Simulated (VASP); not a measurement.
**CoH: phonons with r2SCAN**

The system is CoH.

```xyz
2
Lattice="0.0000 1.8430 1.8430 1.8430 0.0000 1.8430 1.8430 1.8430 0.0000" Properties=species:S:1:pos:R:3 pbc="T T T"
Co    0.0000    0.0000    0.0000
H     1.8430    1.8430    1.8430
```

The cell comes from a database or a generator and needn't be the stable form of this composition.

- Program: VASP 6.6.1
- Task: phonons
- Functional: r2SCAN
- Potentials or basis: VASP PAW PBE potentials, release 64 (Co, H)
- Cutoff: 600 eV
- k mesh: 9 × 9 × 9
- Occupations: gaussian, width 0.05 eV
- Spin: collinear spin, ferromagnetic start
- Starting moments: [2.0, 0.0] μB
- Further INCAR settings: ALGO = Normal; EDIFF = 1e-08; IBRION = 6; POTIM = 0.015; NSW = 1

- Relaxed volume: 6.25 Å³/atom
- Relaxed cell: a = 2.606 Å, b = 2.606 Å, c = 2.606 Å, α = 60.00°, β = 60.00°, γ = 60.00°
- Space group after relaxing (to 0.05 Å): Fm-3m (No. 225)
- Net moment: 1.41 μB per cell
- Site moments: Co +1.48; H -0.01 μB
- Valence electrons inside the program's atomic spheres: Co 8.40; H 0.56
- Highest phonon frequency at Γ, LO-TO splitting left out: 683 cm⁻¹

Final structure:
```xyz
2
Lattice="0.0000 1.8425 1.8425 1.8425 0.0000 1.8425 1.8425 1.8425 0.0000" Properties=species:S:1:pos:R:3 pbc="T T T"
Co    1.8425    1.8425    0.0000
H     1.8424    1.8424    1.8424
```

Phonon frequencies in cm⁻¹ (negative: imaginary):
```tsv
q point	frequencies
(0.000, 0.000, 0.000)	0 0 0 683 683 683
```

Wall time 9.2 min on 1 thread of AMD EPYC 7R13 Processor (Zen 3), on a shared host, peak memory 0.15 GiB.

Caveat: the PAW data sets were made with another functional, which shifts forces and pressure a little.
